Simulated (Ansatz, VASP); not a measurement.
## BP: VASP beside Ansatz

Contents of INCAR:

```
SYSTEM = BP
ALGO = Fast
EDIFF = 1E-7
ENCUT = 520
GGA = PS
ISIF = 2
ISMEAR = 0
LASPH = .True.
LCHARG = .True.
LELF = .True.
LREAL = .False.
LVHAR = .True.
LWAVE = .False.
NBANDS = 31
NELM = 100
PREC = Accurate
SIGMA = 0.05
```

Contents of KPOINTS:

```
k-points
0
Gamma
  9 9 1
  0 0 0
```

Contents of POSCAR:

```
BP
1.0
    3.1962448201      0.0000000000      0.0000000000
   -1.5981224101      2.7680292109      0.0000000000
    0.0000000000      0.0000000000     26.0913226116
P B
5 5
Direct
    0.0000000000      0.0000000000      0.2874518901
    0.3333333333      0.6666666667      0.3874745301
    0.6666666667      0.3333333333      0.4874971700
    0.0000000000      0.0000000000      0.5875198100
    0.3333333333      0.6666666667      0.6875424499
    0.3333333333      0.6666666667      0.3124575501
    0.6666666667      0.3333333333      0.4124801900
    0.0000000000      0.0000000000      0.5125028300
    0.3333333333      0.6666666667      0.6125254699
    0.6666666667      0.3333333333      0.7125481099
```

Input for Ansatz:

```yaml
crystal:
  lattice:
    - [3.1962448201, 0.0, 0.0]
    - [-1.5981224101, 2.7680292109, 0.0]
    - [0.0, 0.0, 26.0913226116]
  atoms:
    - { symbol: P, position: [0.0, 0.0, 0.2874518901] }
    - { symbol: B, position: [0.3333333333, 0.6666666667, 0.3124575501] }
    - { symbol: P, position: [0.3333333333, 0.6666666667, 0.3874745301] }
    - { symbol: B, position: [0.6666666667, 0.3333333333, 0.41248019] }
    - { symbol: P, position: [0.6666666667, 0.3333333333, 0.48749717] }
    - { symbol: B, position: [0.0, 0.0, 0.51250283] }
    - { symbol: P, position: [0.0, 0.0, 0.58751981] }
    - { symbol: B, position: [0.3333333333, 0.6666666667, 0.6125254699] }
    - { symbol: P, position: [0.3333333333, 0.6666666667, 0.6875424499] }
    - { symbol: B, position: [0.6666666667, 0.3333333333, 0.7125481099] }
basis:
  ecutwfc: 420
kpoints:
  mp_grid: { grid: [9, 9, 1] }
hamiltonian:
  xc: pbesol
scf:
  occupations: { method: gaussian, width: 0.05 }
output:
  forces: true
  stress: true
  eigenvalues: true
```

Alike in both runs: task single point; functional PBEsol; k mesh 9 × 9 × 1; occupations gaussian, width 0.05 eV; no spin polarisation.

|  | VASP | Ansatz |
| --- | --- | --- |
| version | VASP 6.6.1 | Ansatz 0.2.0 |
| potentials or method | VASP PAW PBE potentials, release 64 (P, B) | scalar-relativistic, plane waves, PAW |
| plane-wave cutoff (eV) | 520 | 420 |
| valence electrons in the cell | 40 | 40 |

```csv
,VASP,Ansatz,Ansatz less VASP
gap on the k mesh at the Fermi level (eV),none,none,-
rms of the force components (eV/Å),0.640,0.640,+0.0008
```

A gap of «none» marks a metal or a gap that the smearing closes.

Caveats: the PAW data sets were made with another functional, which shifts forces and pressure a little (VASP).
